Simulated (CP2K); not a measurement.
Runs of CP2K 2026.2 on I. The structure is orthorhombic, space group Fmmm (No. 69). Conventional cell: a = 4.384 Å, b = 4.731 Å, c = 7.820 Å, α = 90.00°, β = 90.00°, γ = 90.00°. I (site symmetry mmm) is surrounded by 4 I at 3.23 Å. 

```csv
level,potentials or basis,smearing,EPS_DEFAULT,NGRIDS,basis sets,potentials,points a segment of the path (NPOINTS),gap on the mesh (eV),pressure (GPa)
LDA,GTH_POTENTIALS I GTH-PADE-q7; TZVP-MOLOPT-PBE-GTH basis,fermi-dirac 0.05 eV,1.0E-9,4,I TZVP-MOLOPT-PBE-GTH-q7,I GTH-PADE-q7 of GTH_POTENTIALS,10,none,-1.5
PBEsol,POTENTIAL_UZH I GTH-PBE-q7; TZVP-MOLOPT-PBE-GTH basis,fermi-dirac 0.0259 eV,1.0E-9,5,I TZVP-MOLOPT-PBE-GTH-q7,I GTH-PBE-q7 of POTENTIAL_UZH,8,none,-0.4
PBE,POTENTIAL_UZH I GTH-PBE-q7; TZVP-MOLOPT-PBE-GTH basis,fermi-dirac 0.01 eV,1.0E-10,5,I TZVP-MOLOPT-PBE-GTH-q7,I GTH-PBE-q7 of POTENTIAL_UZH,6,none,1.1
TB-mBJ,POTENTIAL_UZH I GTH-PBE-q7; TZVP-MOLOPT-PBE-GTH basis,fermi-dirac 0.01 eV,1.0E-9,4,I TZVP-MOLOPT-PBE-GTH-q7,I GTH-PBE-q7 of POTENTIAL_UZH,10,none,-
r2SCAN,POTENTIAL_UZH I GTH-SCAN-q7; TZVP-MOLOPT-SCAN-GTH basis,fermi-dirac 0.01 eV,1.0E-9,5,I TZVP-MOLOPT-SCAN-GTH-q7,I GTH-SCAN-q7 of POTENTIAL_UZH,10,none,(a)
```

Alike in all rows: task band structure; no spin polarisation; cell as given; k mesh 9 × 9 × 9.

Q: Fill in the values left out.

A: (a) 0.6.

Caveats: spin-orbit coupling is left out, which moves the levels of the heavy elements; the basis of atomic orbitals isn't converged, which shifts pressures, moduli and gaps; an odd number of electrons without spin polarisation forces a metal; a magnetic or distorted state may lie lower; the potentials were made for another functional, which shifts forces and pressure (some runs); this is a model potential without an energy functional, so only levels have meaning (some runs).

A k mesh can miss the band edges, and the runs leave out spin-orbit coupling on I.

A gap of «none» marks a metal or a gap under the smearing width.
